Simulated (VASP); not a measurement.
A run of VASP 6.6.1:

INCAR

```
PREC = Accurate ; ENCUT = 600
EDIFF = 1E-6 ; ISMEAR = 0
SIGMA = 0.01 ; LREAL = F
LASPH = T ; NELM = 80
ALGO = Normal ; ISIF = 3
LWAVE = F ; LCHARG = F
GGA = PS ; IBRION = 2
NSW = 80 ; EDIFFG = -0.001
```

File KPOINTS:

```
Automatic mesh
0
Gamma
  6 6 6
```

POSCAR

```
CsI
1.0
    4.5033237164      0.0000000000      0.0000000000
    0.0000000000      4.5033237164      0.0000000000
    0.0000000000      0.0000000000      4.5033237164
Cs I
1 1
Direct
    0.0000000000      0.0000000000      0.0000000000
    0.5000000000      0.5000000000      0.5000000000
```

Potentials or basis: VASP PAW PBE potentials, release 64 (Cs_sv, I).

Launch:

```sh
$ cat potpaw_PBE.64/Cs_sv/POTCAR potpaw_PBE.64/I/POTCAR > POTCAR
$ mpirun -np 1 vasp_std > vasp.out
```

Hardware: 1 thread of AMD EPYC 7R43 64-Core Processor (Zen 3), with other jobs on the host.

Task: How long does it take, and how much memory?

Result: Run time: 55 s on 1 thread of AMD EPYC 7R43 64-Core Processor (Zen 3) (shared host), peak memory 0.2 GiB. Counts: scf iterations 24, k points 20, ion steps 3.
